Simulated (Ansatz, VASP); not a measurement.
Al3GaN4 in VASP and in Ansatz

The input INCAR:

```
SYSTEM = Al3GaN4
ALGO = Normal
EDIFF = 1E-6
ENCUT = 520
GGA = PS
ISIF = 2
ISMEAR = 0
LASPH = .True.
LCHARG = .False.
LREAL = .False.
LWAVE = .False.
NBANDS = 31
NELM = 100
PREC = Accurate
SIGMA = 0.02
```

KPOINTS

```
k-points
0
Gamma
  6 6 6
  0 0 0
```

POSCAR

```
Al3GaN4
1.0
    4.4069948432      0.0000000000      0.0000000000
    0.0000000000      4.4069948432      0.0000000000
    0.0000000000      0.0000000000      4.4069948432
Al Ga N
3 1 4
Direct
    0.5000000000      0.5000000000      0.0000000000
    0.5000000000      0.0000000000      0.5000000000
    0.0000000000      0.5000000000      0.5000000000
    0.0000000000      0.0000000000      0.0000000000
    0.7447077176      0.7447077176      0.2552922824
    0.7447077176      0.2552922824      0.7447077176
    0.2552922824      0.7447077176      0.7447077176
    0.2552922824      0.2552922824      0.2552922824
```

Input for Ansatz:

```yaml
crystal:
  lattice:
    - [4.4069948406, 0.0, 0.0]
    - [0.0, 4.4069948406, 0.0]
    - [0.0, 0.0, 4.4069948406]
  atoms:
    - { symbol: Al, position: [0.5, 0.5, 0.0] }
    - { symbol: Al, position: [0.5, 0.0, 0.5] }
    - { symbol: Al, position: [0.0, 0.5, 0.5] }
    - { symbol: Ga, position: [0.0, 0.0, 0.0] }
    - { symbol: "N", position: [0.7447077166, 0.7447077166, 0.2552922834] }
    - { symbol: "N", position: [0.7447077166, 0.2552922834, 0.7447077166] }
    - { symbol: "N", position: [0.2552922834, 0.7447077166, 0.7447077166] }
    - { symbol: "N", position: [0.2552922834, 0.2552922834, 0.2552922834] }
basis:
  ecutwfc: 420
kpoints:
  mp_grid: { grid: [6, 6, 6] }
  band_path: { path: [VBM, CBM], npoints: 2 }
hamiltonian:
  xc: pbesol
scf:
  occupations: { method: gaussian, width: 0.02 }
output:
  forces: true
  stress: true
  eigenvalues: true
checkpoint:
  read: start.run
  write: ck
  compress: false
  write_wavefunctions: false
  write_every: 100000
```

Alike in both runs: task single point; functional PBEsol; k mesh 6 × 6 × 6; occupations gaussian, width 0.02 eV; no spin polarisation.

|  | VASP | Ansatz |
| --- | --- | --- |
| version | VASP 6.6.1 | Ansatz 0.2.0 |
| potentials or method | VASP PAW PBE potentials, release 64 (Al, Ga_d, N) | scalar-relativistic, plane waves, PAW |
| plane-wave cutoff (eV) | 520 | 420 |
| valence electrons in the cell | 42 | 42 |

```csv
,VASP,Ansatz,Ansatz less VASP
gap on the k mesh at the Fermi level (eV),3.32,3.32,+0.005
least direct gap on the mesh (eV),3.32,3.32,+0.005
pressure (GPa),-0.1,0.0,+0.08
rms of the force components (eV/Å),0.003,0.000,-0.0032
```

Atom by atom the forces differ by 0.003 eV/Å (rms over components).

Caveats: the PAW data sets were made with another functional, which shifts forces and pressure a little (VASP). A k mesh can miss the band edges. PBEsol gaps usually lie below the measured ones, often by a third to a half.
